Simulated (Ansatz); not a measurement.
# SiC: the cost of one run

Computed with Ansatz 0.2.0 (DFT r2SCAN, scalar-relativistic, plane waves, PAW, unless a step's input says otherwise).

The COD entry's cell or inner coordinates are ideal or old and differ from later refinements, so a difference from it is no clean test against experiment.

2 further runs of the same task are left out: 2 set aside as unsound or not needed.

## Step 1: Starting point

Symmetry: F-43m, No. 216, cubic system. Conventional cell: a = 4.356 Å, b = 4.356 Å, c = 4.356 Å, α = 90.00°, β = 90.00°, γ = 90.00°. Si (site symmetry -43m) has 4 C at 1.89 Å as nearest neighbours. C (site symmetry -43m) has 4 Si at 1.89 Å as nearest neighbours.

As a file:

```cif
data_structure
_symmetry_space_group_name_H-M 'F-43m'
_symmetry_Int_Tables_number 216
_cell_length_a 4.3563
_cell_length_b 4.3563
_cell_length_c 4.3563
_cell_angle_alpha 90.000
_cell_angle_beta 90.000
_cell_angle_gamma 90.000
_cell_volume 82.67
loop_
_atom_site_label
_atom_site_type_symbol
_atom_site_symmetry_multiplicity
_atom_site_Wyckoff_symbol
_atom_site_fract_x
_atom_site_fract_y
_atom_site_fract_z
_atom_site_occupancy
Si1 Si 4 a 0.00000 0.00000 0.00000 1
C1 C 4 c 0.25000 0.25000 0.25000 1
```

It is built from the cell relaxed beforehand with the same method (10.33 Å³/atom).

## Step 2: The reference: the undisturbed cell on the scan's mesh

The input, input.yaml:

```yaml
crystal:
  lattice:
    - [4.3562899735, 0.0, -4.3562899735]
    - [0.0, 4.3562899735, -4.3562899735]
    - [4.3562899735, 4.3562899735, 0.0]
  atoms:
    - { symbol: Si, position: [0.5, 0.0, 0.0] }
    - { symbol: Si, position: [0.5, 0.0, 0.5] }
    - { symbol: Si, position: [0.5, 0.5, 0.0] }
    - { symbol: Si, position: [0.5, 0.5, 0.5] }
    - { symbol: Si, position: [1.0, 0.0, 0.0] }
    - { symbol: Si, position: [1.0, 0.0, 0.5] }
    - { symbol: Si, position: [1.0, 0.5, 0.0] }
    - { symbol: Si, position: [1.0, 0.5, 0.5] }
    - { symbol: C, position: [0.125, 0.125, 0.125] }
    - { symbol: C, position: [0.125, 0.125, 0.625] }
    - { symbol: C, position: [0.125, 0.625, 0.125] }
    - { symbol: C, position: [0.125, 0.625, 0.625] }
    - { symbol: C, position: [0.625, 0.125, 0.125] }
    - { symbol: C, position: [0.625, 0.125, 0.625] }
    - { symbol: C, position: [0.625, 0.625, 0.125] }
    - { symbol: C, position: [0.625, 0.625, 0.625] }
basis:
  ecutwfc: 500
kpoints:
  mp_grid: { grid: [4, 4, 4] }
hamiltonian:
  xc: r2scan
scf:
  occupations: { method: gaussian, width: 0.05 }
output:
  forces: true
  stress: true
  eigenvalues: true
```

Started as:

```console
$ ansatz run input.yaml --threads 2 --pin off --max-ram 5120MiB --backend cpu --events-out ev --progress --plain --runs-dir out
```

What time and memory should one allow on 2 threads of Oxide Virtual Turin-like (Zen 5), shared host?

About 7.2 s, with a peak of 0.77 GiB.
